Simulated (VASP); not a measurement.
Runs of VASP 6.6.1 on S. The structure is tetragonal, space group I4/mmm (No. 139). Conventional cell: a = 2.364 Å, b = 2.364 Å, c = 8.803 Å, α = 90.00°, β = 90.00°, γ = 90.00°. S (site symmetry 4/mmm) has 4 S at 2.36 Å as nearest neighbours. The cell was built by a generator and needn't be a form met in nature.

```tsv
task	level	potentials or basis	spin	cell	cutoff (eV)	smearing	gap on the mesh (eV)	pressure (GPa)	relaxed volume (Å³/atom)
relaxation of cell and atoms	LDA	VASP PAW LDA potentials, release 64 (S)	off	relaxed	600	gaussian 0.05 eV	none	0.0	18.18
relaxation of cell and atoms	PBE	VASP PAW PBE potentials, release 64 (S)	off	relaxed	600	gaussian 0.05 eV	none	0.0	24.46
density of states	optB86b-vdW	VASP PAW PBE potentials, release 64 (S)	collinear, random start	volume scaled by 0.92	520	fermi-dirac 0.02 eV	none	(a)	-
single point	PBE	VASP PAW PBE potentials, release 64 (S)	off	as given	520	fermi-dirac 0.05 eV	none	-0.4	-
```

Alike in all rows: k mesh 16 × 16 × 16.

Task: Estimate the missing entries.

Result: (a) 4.9.

Caveats: the volume moved by over 15 % at a fixed basis, so the end points are rough (some runs); the PAW data sets were made with another functional, which shifts forces and pressure a little (some runs).

A gap of «none» marks a metal or a gap under the smearing width.
